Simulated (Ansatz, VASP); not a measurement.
## SrO in VASP and in Ansatz

Contents of POSCAR:

```
SrO
1.0
    0.0000000000      2.7922805108      2.7922805108
    2.7922805108      0.0000000000      2.7922805108
    2.7922805108      2.7922805108      0.0000000000
Sr O
1 1
Direct
    0.0000000000      0.0000000000      0.0000000000
    0.2500000000      0.2500000000      0.2500000000
```

INCAR.step1

```
SYSTEM = SrO
PREC = Accurate
ENCUT = 520
EDIFF = 1E-5
ISMEAR = 1
SIGMA = 0.5
LREAL = .False.
LASPH = .True.
NELM = 100
ALGO = Normal
ISIF = 2
LWAVE = .True.
LCHARG = .False.
GGA = PE
NBANDS = 15
```

File INCAR.step2:

```
SYSTEM = SrO
PREC = Accurate
ENCUT = 520
EDIFF = 1E-6
ISMEAR = 1
SIGMA = 0.5
LREAL = .False.
LASPH = .True.
NELM = 100
ALGO = Normal
ISIF = 2
LWAVE = .False.
LCHARG = .False.
GGA = PE
LHFCALC = .True.
HFSCREEN = 0.2079
PRECFOCK = Normal
ISTART = 1
NBANDS = 15
```

File KPOINTS:

```
regular mesh
0
Gamma
  4 4 4
  0 0 0
```

Input for Ansatz:

```yaml
crystal:
  lattice:
    - [0.0, 2.7922805108, 2.7922805108]
    - [2.7922805108, 0.0, 2.7922805108]
    - [2.7922805108, 2.7922805108, 0.0]
  atoms:
    - { symbol: Sr, position: [0.0, 0.0, 0.0] }
    - { symbol: O, position: [0.25, 0.25, 0.25] }
kpoints:
  mp_grid: { grid: [4, 4, 4] }
hamiltonian:
  xc: hse06
scf:
  occupations: { method: methfessel_paxton, width: 0.5 }
  n_extra_bands: 4
output:
  forces: true
  stress: true
  eigenvalues: true
```

Alike in both runs: task single point; functional HSE06; k mesh 4 × 4 × 4; occupations methfessel-paxton of order 1, width 0.5 eV; no spin polarisation.

```csv
,VASP,Ansatz
version,VASP 6.6.1,Ansatz 0.2.0
potentials or method,"VASP PAW PBE potentials, release 64 (Sr_sv, O)",plane waves
plane-wave cutoff (eV),520,420
valence electrons in the cell,16,16
```

```csv
,VASP,Ansatz,Ansatz less VASP
pressure (GPa),-0.3,-0.4,-0.09
```

Ansatz warned: «stress_exchange_threshold_loose».

Caveats: the k mesh is coarse (spacing up to 0.49 Å⁻¹), so the values aren't converged, least of all with exact exchange; the PAW data sets were made with another functional, which shifts forces and pressure a little (VASP). A k mesh can miss the band edges.
